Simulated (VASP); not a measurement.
Input of a VASP 6.6.1 run:

INCAR

```
SYSTEM = BaS
ALGO = Normal
EDIFF = 1E-7
ENCUT = 520
GGA = PS
ISIF = 2
ISMEAR = -1
LASPH = .True.
LCHARG = .True.
LELF = .True.
LREAL = .False.
LVHAR = .True.
LWAVE = .False.
NBANDS = 15
NELM = 80
PREC = Accurate
SIGMA = 0.02
```

File KPOINTS:

```
k-points
0
Gamma
  8 8 8
  0 0 0
```

POSCAR

```
BaS
1.0
    0.0000000000      3.1937500000      3.1937500000
    3.1937500000      0.0000000000      3.1937500000
    3.1937500000      3.1937500000      0.0000000000
Ba S
1 1
Direct
    0.0000000000      0.0000000000      0.0000000000
    0.5000000000      0.5000000000      0.5000000000
```

Potentials or basis: VASP PAW PBE potentials, release 64 (Ba_sv, S).

Run with:

```bash
$ cat potpaw_PBE.64/Ba_sv/POTCAR potpaw_PBE.64/S/POTCAR > POTCAR
$ mpirun -np 1 vasp_std > vasp.out
```

Task: Estimate the band gap on the k mesh.

Result: 1.98 eV, indirect (least direct gap 2.12 eV).

Task: What does it give for the pressure?

Result: -0.5 GPa.

Caveat: the PAW data sets were made with another functional, which shifts forces and pressure a little; spin-orbit coupling is left out, which moves the levels of the heavy elements.

**Experimental background.**

From a printed reference work, monograph, original work of 1988, for a bulk crystal of BaS at 2 K: band gap 3.806 eV (indirect).

Against the measured gap of BaS, 3.806 eV (indirect; 2 K; a printed reference work, monograph, original work of 1988), the calculated 1.98 eV is off by -1.82 eV. Spin-orbit coupling on Ba is left out. The value is that of PBEsol on a finite k mesh, which can miss the band edges, without temperature or zero-point motion. Semilocal functionals fall short of measured gaps as a rule.
